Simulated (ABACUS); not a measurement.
InP:

```xyz
2
Lattice="0.0000 2.9305 2.9305 2.9305 0.0000 2.9305 2.9305 2.9305 0.0000" Properties=species:S:1:pos:R:3 pbc="T T T"
In    0.0000    0.0000    0.0000
P     4.3957    4.3957    4.3957
```

Base run:

- Program: ABACUS 3.10.1
- Functional: PBE
- Potentials or basis: PseudoDojo NC SR 0.4.1 PBE standard
- Cutoff: 966 eV
- Density cutoff: 3864 eV
- Basis: plane waves
- k mesh: 8 × 8 × 8
- Occupations: fermi-dirac, width 0.05 eV
- Spin: no spin polarisation

Its results: band gap on the k mesh 0.71 eV, direct; pressure 3.4 GPa.

Question: The run is repeated on the same cell with these changes: cutoff from 966 eV to 1361 eV; density cutoff from 3864 eV to 5442 eV; basis from plane waves to TZDP LCAO (the cutoffs set its grid). What comes out?

Answer: Band gap on the k mesh 0.84 eV, direct; pressure 3.7 GPa.

Caveats: spin-orbit coupling is left out, which moves the levels of the heavy elements; the atomic orbitals were generated for these runs and aren't a published set (some runs); the basis of atomic orbitals isn't converged, which shifts pressures, moduli and gaps (some runs).

A k mesh can miss the band edges.

Not every run made on this cell is shown here.
